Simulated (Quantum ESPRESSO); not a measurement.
# AlN (P6_3mc) in Quantum ESPRESSO: reference runs

How does AlN come out in PBE? The cell is run as given and disturbed, and energy against volume gives the equilibrium volume and stiffness.

All numbers are computed with Quantum ESPRESSO 7.5; they aren't measurements. Logs are shortened: lines on timing, memory, paths and dates and some standing lists are left out, and cuts for length are marked.

**What was measured.**

From “Self-assembly of well-separated AlN nanowires directly on sputtered metallic TiN films”, 2019, arxiv:1910.07391, for a bulk crystal of AlN at 10 K: band gap 6.034 eV (an exciton energy, a little under the gap).

The results are compared with them further down.

## Step 1: The crystal as given

Symmetry: P6_3mc, No. 186, hexagonal system. Conventional cell: a = 3.113 Å, b = 3.113 Å, c = 4.981 Å, α = 90.00°, β = 90.00°, γ = 120.00°. Al (site symmetry 3m) is surrounded by 4 N at 1.89 Å. Around N (site symmetry 3m) lie 4 Al at 1.89 Å.

## Step 2: Single point, PBE

Contents of pw.in:

```
&CONTROL
  calculation = 'scf'
  prefix = 'pwscf'
  outdir = './tmp'
  pseudo_dir = './pseudo'
  tprnfor = .true.
  tstress = .true.
  disk_io = 'nowf'
/
&SYSTEM
  ibrav = 0
  nat = 4
  ntyp = 2
  ecutwfc = 60
  ecutrho = 480
  nbnd = 14
  occupations = 'smearing'
  smearing = 'fd'
  degauss = 0.00367493
/
&ELECTRONS
  conv_thr = 8d-10
  electron_maxstep = 120
  mixing_beta = 0.5
/
ATOMIC_SPECIES
Al    26.9815 Al.pbe-n-kjpaw_psl.1.0.0.UPF
N     14.0070 N.pbe-n-radius_5.UPF
CELL_PARAMETERS angstrom
   3.1130000000    0.0000000000    0.0000000000
  -1.5565000000    2.6959370820    0.0000000000
   0.0000000000    0.0000000000    4.9810000000
ATOMIC_POSITIONS crystal
Al     0.6666666667    0.3333333333    0.5000000000
Al     0.3333333333    0.6666666667    0.0000000000
N      0.6666666667    0.3333333333    0.8800000000
N      0.3333333333    0.6666666667    0.3800000000
K_POINTS automatic
10 10 6 0 0 0
```

Potentials or basis: SSSP 1.3 efficiency PBE.

On the command line:

```bash
$ OMP_NUM_THREADS=1 pw.x -in pw.in > pw.out
```

pw.out:

```text
This program is part of the open-source Quantum ESPRESSO suite
     for quantum simulation of materials; please cite
         "P. Giannozzi et al., J. Phys.:Condens. Matter 21 395502 (2009);
         "P. Giannozzi et al., J. Phys.:Condens. Matter 29 465901 (2017);
         "P. Giannozzi et al., J. Chem. Phys. 152 154105 (2020);
     in publications or presentations arising from this work. More details at

     file Al.pbe-n-kjpaw_psl.1.0.0.UPF: wavefunction(s)  3S 3P renormalized
     Message from routine setup:
     using ibrav=0 with symmetry is DISCOURAGED, use correct ibrav instead

     G-vector sticks info
     --------------------
     sticks:   dense  smooth     PW     G-vecs:    dense   smooth      PW
     Sum        1147     583    163                50135    17789    2863

     Using Slab Decomposition

     bravais-lattice index     =            0
     lattice parameter (alat)  =       5.8827  a.u.
     unit-cell volume          =     282.0993 (a.u.)^3
     number of atoms/cell      =            4
     number of atomic types    =            2
     number of electrons       =        16.00
     number of Kohn-Sham states=           14
     kinetic-energy cutoff     =      60.0000  Ry
     charge density cutoff     =     480.0000  Ry
     scf convergence threshold =      8.0E-10
     mixing beta               =       0.5000
     number of iterations used =            8  plain     mixing
     Exchange-correlation= PBE
                           (   1   4   3   4   0   0   0)

     celldm(1)=   5.882717  celldm(2)=   0.000000  celldm(3)=   0.000000
     celldm(4)=   0.000000  celldm(5)=   0.000000  celldm(6)=   0.000000

     crystal axes: (cart. coord. in units of alat)
               a(1) = (   1.000000   0.000000   0.000000 )
               a(2) = (  -0.500000   0.866025   0.000000 )
               a(3) = (   0.000000   0.000000   1.600064 )

     reciprocal axes: (cart. coord. in units 2 pi/alat)
               b(1) = (  1.000000  0.577350 -0.000000 )
               b(2) = (  0.000000  1.154701  0.000000 )
               b(3) = (  0.000000 -0.000000  0.624975 )

     PseudoPot. # 1 for Al read from file:
     Al.pbe-n-kjpaw_psl.1.0.0.UPF
     Pseudo is Projector augmented-wave + core cor, Zval =  3.0
     Generated using "atomic" code by A. Dal Corso  v.5.1
     Shape of augmentation charge: PSQ
     Using radial grid of 1135 points,  6 beta functions with:
                l(1) =   0
                l(2) =   0
                l(3) =   1
                l(4) =   1
                l(5) =   2
                l(6) =   2
     Q(r) pseudized with 0 coefficients

     PseudoPot. # 2 for N  read from file:
     N.pbe-n-radius_5.UPF
     Pseudo is Ultrasoft + core correction, Zval =  5.0
     Generated using "atomic" code by A. Dal Corso  v.5.1
     Using radial grid of 1085 points,  4 beta functions with:
                l(1) =   0
                l(2) =   0
                l(3) =   1
                l(4) =   1
     Q(r) pseudized with 0 coefficients

     atomic species   valence    mass     pseudopotential
     Al                3.00    26.98150     Al( 1.00)
     N                 5.00    14.00700     N ( 1.00)

     12 Sym. Ops. (no inversion) found ( 6 have fractional translation)

   Cartesian axes

     site n.     atom                  positions (alat units)
         1        Al     tau(   1) = (   0.5000000   0.2886751   0.8000321  )
         2        Al     tau(   2) = (  -0.0000000   0.5773503   0.0000000  )
         3        N      tau(   3) = (   0.5000000   0.2886751   1.4080565  )
         4        N      tau(   4) = (  -0.0000000   0.5773503   0.6080244  )

     number of k points=    56  Fermi-Dirac smearing, width (Ry)=  0.0037
                       cart. coord. in units 2pi/alat
        k(    1) = (   0.0000000   0.0000000   0.0000000), wk =   0.0033333
        k(    2) = (   0.0000000   0.0000000   0.1041625), wk =   0.0066667
        k(    3) = (   0.0000000   0.0000000   0.2083250), wk =   0.0066667
        k(    4) = (   0.0000000   0.0000000  -0.3124875), wk =   0.0033333
        k(    5) = (   0.0000000   0.1154701   0.0000000), wk =   0.0200000
        k(    6) = (   0.0000000   0.1154701   0.1041625), wk =   0.0400000
[... 48 lines left out ...]
        k(   55) = (   0.3000000   0.5196152   0.2083250), wk =   0.0400000
        k(   56) = (   0.3000000   0.5196152  -0.3124875), wk =   0.0200000

     Dense  grid:    50135 G-vectors     FFT dimensions: (  45,  45,  72)

     Smooth grid:    17789 G-vectors     FFT dimensions: (  30,  30,  48)

     Initial potential from superposition of free atoms

     starting charge      15.9954, renormalised to      16.0000
     Starting wfcs are   16 randomized atomic wfcs

     Self-consistent Calculation

     iteration #  1     ecut=    60.00 Ry     beta= 0.50
     Davidson diagonalization with overlap
     ethr =  1.00E-02,  avg # of iterations =  4.6

     total energy              =    -119.42766206 Ry
     estimated scf accuracy    <       1.20679044 Ry
[... 26 lines left out ...]
     total energy              =    -119.79379866 Ry
     estimated scf accuracy    <       0.00050180 Ry

     iteration #  6     ecut=    60.00 Ry     beta= 0.50
     Davidson diagonalization with overlap
     c_bands:  1 eigenvalues not converged
     c_bands:  1 eigenvalues not converged
     c_bands:  1 eigenvalues not converged
     c_bands:  1 eigenvalues not converged
     ethr =  3.14E-06,  avg # of iterations =  9.4

     total energy              =    -119.79420819 Ry
     estimated scf accuracy    <       0.00006047 Ry

     iteration #  7     ecut=    60.00 Ry     beta= 0.50
     Davidson diagonalization with overlap
     ethr =  3.78E-07,  avg # of iterations =  2.9
[... 53 lines left out ...]
     iteration # 15     ecut=    60.00 Ry     beta= 0.50
     Davidson diagonalization with overlap
     ethr =  1.00E-11,  avg # of iterations =  2.3

     End of self-consistent calculation

          k = 0.0000 0.0000 0.0000 (  2237 PWs)   bands (ev):

    -8.0764  -5.9273   1.1061   6.2503   6.2503   6.9029   6.9029   7.0823
    11.3152  13.7548  17.7016  18.2527  18.2527  20.2372
[... 93 lines left out ...]
    -5.9195  -5.9195   1.8427   1.8427   5.6453   5.6453   5.7238   5.7238
    12.6413  12.6413  16.5316  16.5316  18.8515  18.8515

          k = 0.0000-0.5774 0.0000 (  2224 PWs)   bands (ev):

    -6.1145  -5.4195   1.6629   2.9512   3.7516   5.0219   5.3148   6.4249
    12.9018  12.9131  15.2962  17.3862  17.9985  19.2813

          k = 0.0000-0.5774 0.1042 (  2216 PWs)   bands (ev):

    -6.0630  -5.4576   1.5148   2.5796   4.1418   5.0992   5.6580   6.3083
    12.4373  12.9760  16.0104  16.8581  18.3161  19.4079

          k = 0.0000-0.5774 0.2083 (  2210 PWs)   bands (ev):

    -5.9240  -5.5704   1.3722   1.9554   4.9599   5.3199   6.0114   6.0149
    12.0631  12.9267  16.1736  16.8779  18.4144  19.3793

          k = 0.0000-0.5774-0.3125 (  2220 PWs)   bands (ev):

    -5.7408  -5.7408   1.5088   1.5088   5.6471   5.6471   5.7319   5.7319
    12.4126  12.4126  16.3780  16.3780  18.9187  18.9187

          k = 0.1000 0.1732 0.0000 (  2219 PWs)   bands (ev):
[... 156 lines left out ...]
    -5.5706  -5.5706   2.1844   2.1844   3.4636   3.4636   6.2741   6.2741
    14.1825  14.1825  15.3565  15.3565  18.9118  18.9118

     the Fermi energy is     9.7446 ev

!    total energy              =    -119.79417573 Ry
     estimated scf accuracy    <          2.0E-10 Ry
     smearing contrib. (-TS)   =      -0.00000000 Ry
     internal energy E=F+TS    =    -119.79417573 Ry

     The total energy is F=E-TS. E is the sum of the following terms:
     one-electron contribution =      -1.80925932 Ry
     hartree contribution      =      11.40814941 Ry
     xc contribution           =     -16.53359510 Ry
     ewald contribution        =     -43.48644828 Ry
     one-center paw contrib.   =     -69.37302243 Ry

     convergence has been achieved in  15 iterations

     Forces acting on atoms (cartesian axes, Ry/au):

     atom    1 type  1   force =     0.00000000   -0.00000000   -0.00508367
     atom    2 type  1   force =     0.00000000    0.00000000   -0.00508367
     atom    3 type  2   force =     0.00000000   -0.00000000    0.00508367
     atom    4 type  2   force =     0.00000000    0.00000000    0.00508367

     Total force =     0.010167     Total SCF correction =     0.000002

     Computing stress (Cartesian axis) and pressure

          total   stress  (Ry/bohr**3)                   (kbar)     P=       38.37
   0.00022446  -0.00000000   0.00000000           33.02       -0.00        0.00
   0.00000000   0.00022446   0.00000000            0.00       33.02        0.00
   0.00000000   0.00000000   0.00033350            0.00        0.00       49.06

=------------------------------------------------------------------------------=
   JOB DONE.
=------------------------------------------------------------------------------=
```

It took 44 s on 1 thread of Arm Neoverse V2, shared host; peak memory 0.25 GiB.

Results:

```yaml
Free_energy: -1629.8828 eV
Pressure: 3.8 GPa
Largest_force: 0.131 eV/Å
Band_gap_on_the_k_mesh: 4.23 eV, direct
```

Forces on the atoms (eV/Å):
```
Al   0.000  0.000 -0.131
Al   0.000  0.000 -0.131
N    0.000  0.000  0.131
N    0.000  0.000  0.131
```

Stress tensor (GPa, compression positive):
```
3.30 0.00 0.00
0.00 3.30 0.00
0.00 0.00 4.91
```

## Step 3: Single point, PBE (atoms moved at random, drawn with an rms of 0.05 Å)

pw.in: that of step 2 with these lines changed.

```diff
@@ -33,6 +33,6 @@
 ATOMIC_POSITIONS crystal
-Al     0.6666666667    0.3333333333    0.5000000000
-Al     0.3333333333    0.6666666667    0.0000000000
-N      0.6666666667    0.3333333333    0.8800000000
-N      0.3333333333    0.6666666667    0.3800000000
+Al     0.6648880000    0.3374970000    0.5017330000
+Al     0.3259010000    0.6703850000   -0.0061290000
+N      0.6406570000    0.3163710000    0.8687530000
+N      0.3268930000    0.6631110000    0.3751070000
 K_POINTS automatic
```

Potentials or basis: SSSP 1.3 efficiency PBE.

On the command line:

```bash
$ OMP_NUM_THREADS=1 pw.x -in pw.in > pw.out
```

It took 2.4 min on 1 thread of Arm Neoverse V2, shared host; peak memory 0.36 GiB.

Results (log left out):

- Free energy: -1629.8092 eV
- Pressure: 4.5 GPa
- Largest force: 1.411 eV/Å
- Band gap on the k mesh: 4.25 eV, direct

Forces in eV/Å, atoms in the order of the input:
```
Al  -0.091 -0.315 -1.287
Al  -0.228 -0.802  0.150
N    0.332  0.862  1.067
N   -0.012  0.254  0.070
```

Stress tensor (GPa, compression positive):
```
 0.98 -0.90 -0.53
-0.90  3.90 -1.85
-0.53 -1.85  8.76
```

Levels at points of the mesh, in eV from the valence-band top:
```
             k point  band 4  band 5  band 6  band 7  band 8  band 9  band 10  band 11  band 12  band 13
  (0.00, 0.00, 0.00)   -0.88   -0.70   -0.12   -0.07    0.00    4.25     6.69    10.55    11.14    11.29
 (0.00, 0.00, -0.50)   -3.23   -0.70   -0.46   -0.34   -0.25    6.40     6.53    10.14    10.61    11.32
 (0.00, -0.50, 0.00)   -4.12   -3.27   -1.97   -1.87   -0.56    5.80     5.95     8.29    10.30    10.91
(0.00, -0.50, -0.50)   -5.42   -1.45   -1.39   -1.26   -1.22    5.24     5.34     9.35     9.43    11.71
 (0.50, -0.50, 0.00)   -4.08   -3.32   -2.01   -1.81   -0.57    5.82     5.87     8.25    10.35    10.91
 (-0.50, 0.00, 0.00)   -3.98   -3.41   -2.05   -1.65   -0.59    5.61     5.90     8.20    10.40    10.91
(0.50, -0.50, -0.50)   -5.44   -1.55   -1.42   -1.25   -1.18    5.27     5.38     9.34     9.40    11.73
(-0.50, 0.00, -0.50)   -5.41   -1.60   -1.49   -1.31   -1.19    5.35     5.47     9.27     9.39    11.82
```

A k mesh can miss the band edges.

(Continued in part 2 of 2.)
